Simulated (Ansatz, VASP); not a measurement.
## Two plane-wave programs on TePb

Contents of INCAR:

```
PREC = Accurate
ENCUT = 600
EDIFF = 1E-7
ISMEAR = -1
SIGMA = 0.05
LREAL = F
LASPH = T
NELM = 80
ALGO = Normal
ISIF = 3
LWAVE = F
LCHARG = F
GGA = CA
IBRION = 2
NSW = 60
EDIFFG = -0.005
```

The input KPOINTS:

```
Automatic mesh
0
Gamma
  7 7 7
```

POSCAR

```
TePb
1.0
    0.0000000000      3.2310000000      3.2310000000
    3.2310000000      0.0000000000      3.2310000000
    3.2310000000      3.2310000000      0.0000000000
Pb Te
1 1
Direct
    0.0000000000      0.0000000000      0.0000000000
    0.5000000000      0.5000000000      0.5000000000
```

File input.yaml:

```yaml
crystal:
  lattice:
    - [0.0, 3.231, 3.231]
    - [3.231, 0.0, 3.231]
    - [3.231, 3.231, 0.0]
  atoms:
    - { symbol: Pb, position: [0.0, 0.0, 0.0] }
    - { symbol: Te, position: [0.5, 0.5, 0.5] }
hamiltonian:
  xc: lda
  pseudopotentials: { kind: paw }
kpoints:
  mp_grid: { grid: [7, 7, 7] }
scf:
  occupations: { method: fermi_dirac, width: 0.05 }
output:
  forces: true
  stress: true
relax:
  f_tol: 0.01
  max_steps: 40
  cell: { stress_tol: 0.05 }
```

Alike in both runs: task relaxation of cell and atoms; functional LDA; k mesh 7 × 7 × 7; occupations fermi-dirac, width 0.05 eV; no spin polarisation.

```csv
,VASP,Ansatz
version,VASP 6.6.1,Ansatz 0.2.0
potentials or method,"VASP PAW LDA potentials, release 64 (Pb_d, Te)",Ansatz PAW
plane-wave cutoff (eV),600,420
valence electrons in the cell,20,30
```

VASP gave:

* relaxed volume (Å³/atom): 32.52
* relaxed cell length with the largest relative difference (Å): 4.514
* energy change over the relaxation (meV/atom): -6

Which values does Ansatz return?

Relaxed volume (Å³/atom): 32.48; relaxed cell length with the largest relative difference (Å): 4.512; energy change over the relaxation (meV/atom): -7.

The two sets of potentials don't hold the same shells in valence.

Caveats: the plane-wave basis is chosen anew once the cell has moved, so the energies of steps on either side of that aren't comparable (Ansatz); the PAW data sets come from PBE, with cores solved anew for the run's functional, which leaves a small shift of forces and pressure (Ansatz). LDA usually gives volumes a few per cent too small. Zero-point motion and thermal expansion aren't in these numbers.
